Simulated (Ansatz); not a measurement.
**Response of Na to small distortions**

```yaml
crystal:
  lattice:
    - [-2.11750, 2.11750, 2.11750]
    - [2.11750, -2.11750, 2.11750]
    - [2.11750, 2.11750, -2.11750]
  atoms:
    - { symbol: Na, position: [0.00000, 0.00000, 0.00000] }
```

The conventional cell has a = 4.235 Å, b = 4.235 Å, c = 4.235 Å, α = 90.00°, β = 90.00°, γ = 90.00°. Na (atom 1) has 8 Na at 3.67 Å as nearest neighbours.

Structure: COD 9011002, as refined from experiment and not relaxed.

All numbers below come from DFT, PBE, all-electron LAPW, scalar-relativistic (Ansatz 0.2.0).

The runs use a Γ-centred 11×11×11 k mesh, Fermi–Dirac smearing of 0.03 eV, basis error target 0.5 meV/atom, no spin polarisation.

The unchanged cell is at -0.20 GPa.

In a metal, stresses and small energies carry noise from the k mesh.

x, y and z are the Cartesian axes of the cell as listed; fractional coordinates follow a strain, and an engineering shear is twice the off-diagonal strain component.

With equal xy, yz and zx engineering shear strains of +1 %: energy change under 1 meV/atom; stress change (xx, yy, zz, yz, xz, xy) 0.00, 0.00, 0.00, -0.07, -0.07, -0.07 GPa, compression positive.

With z strained by -1.5 % at fixed volume: energy change under 1 meV/atom; stress change (xx, yy, zz, yz, xz, xy) -0.02, -0.02, 0.04, 0.00, 0.00, 0.00 GPa, compression positive.
